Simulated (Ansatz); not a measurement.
# Profile along the In–N line in InN (wurtzite)

InN (wurtzite)

```
CELL_PARAMETERS angstrom
      3.53693     0.00000     0.00000
     -1.76847     3.06307     0.00000
      0.00000     0.00000     5.71356
ATOMIC_POSITIONS crystal
  In 0.66667 0.33333 0.00203
  In 0.33333 0.66667 0.50203
  N  0.66667 0.33333 0.62317
  N  0.33333 0.66667 0.12317
```

Fields along a shortest In–N line of a (1 -1 0 0) plane (2.16 Å), from In to N, interpolated on the slice's grid (step about 0.2 Å). The numbers are results of PBEsol (plane waves to 420 eV, PAW, scalar-relativistic; Ansatz, a first-principles code), not measurements. k mesh 11×11×6. Inside the PAW spheres the values are not all-electron values, and peaks at nuclei hang on which shells count as valence. At this level the bands of InN touch or barely overlap; measurements give the solid a gap. InN was relaxed with its symmetry unable to fall.

```
distance from In (Å)  valence electron density (e/Å³)  electron localisation function
--------------------  -------------------------------  ------------------------------
0.00                                            13.12                               x
0.22                                            10.83                               x
0.43                                             6.29                            0.03
0.65                                             2.62                            0.16
0.86                                             0.95                            0.19
1.08                                             0.58                            0.28
1.30                                             0.75                            0.62
1.51                                             1.42                            0.83
1.73                                             2.71                            0.69
1.94                                             3.53                               x
2.16                                             3.49                               x
```

x: too close to a nucleus for the ELF to mean much.

Density on the In–N line (2.16 Å) at its midpoint: 0.58 e/Å³. ELF at that point: 0.3.
